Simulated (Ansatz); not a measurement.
Rocksalt BaS, relaxed with r2SCAN in the plane-wave code Ansatz. It is cubic, Fm-3m (No. 225); a = 6.424 Å in the conventional setting, 33.13 Å³ an atom. Around Ba lie 6 S at 3.21 Å; around S lie 6 Ba at 3.21 Å.

The axes x, y and z are those of this cell:
```
Ba S
1.0
     0.00000    3.21180    3.21180
     3.21180    0.00000    3.21180
     3.21180    3.21180    0.00000
Ba S
1 1
Direct
  0.00000 0.00000 0.00000
  0.50000 0.50000 0.50000
```

Unstrained: The PBE gap is indirect, 2.230 eV (Γ to X), below the direct gap of 2.345 eV at X. r2SCAN gives an indirect gap of 2.578 eV, from Γ to X; the least direct gap is 2.692 eV at X. HSE06 gives an indirect gap of 3.138 eV, from Γ to X; the least direct gap is 3.277 eV at X. Meshes: PBE 8×8×8, r2SCAN 8×8×8, HSE06 6×6×6. Strains are changes of length per length. After each strain the atoms were relaxed again with r2SCAN within the symmetry that the strain leaves, so tilts or polar shifts that break it weren't tested; points keep the names that they have in the unstrained zone. The values are computed, spin-unpolarised, and not measurements.

(1) Apply isotropic +2.54 % on every length. How far does the gap move, against the unstrained cell?

(2) One strain changed the r2SCAN stress by xx +1.43, yy +0.24, zz +0.24 GPa (compression positive) and the gap by -0.053 eV (PBE), -0.057 eV (r2SCAN), -0.052 eV (HSE06). Which kind of strain was it, and roughly how large?

(3) Estimate what biaxial -2.29 % in x and y, z held does to the gap.

Results:

(1) PBE: the gap goes from 2.230 to 2.319 eV (+0.089 eV). r2SCAN: the gap goes from 2.578 to 2.667 eV (+0.089 eV). The r2SCAN energy rises by 24.1 meV an atom.

(2) Uniaxial -1.33 % along x, other directions held. The pattern of the stress gives the kind; the size needs the stiffness, so it is an estimate.

(3) PBE: the gap goes from 2.230 to 2.130 eV (-0.100 eV); with r2SCAN the top three valence levels at Γ, degenerate before, become 2+1 from the top over 80 meV. r2SCAN: the gap goes from 2.578 to 2.474 eV (-0.104 eV). HSE06: the gap goes from 3.138 to 3.038 eV (-0.100 eV). The r2SCAN energy rises by 14.1 meV an atom.

The runs are scalar-relativistic, without spin-orbit coupling.

The meshes of the hybrids are coarse, so their gaps aren't converged to the digits shown.

The splittings at Γ are without spin-orbit coupling, which regroups them where it is of like size or larger.
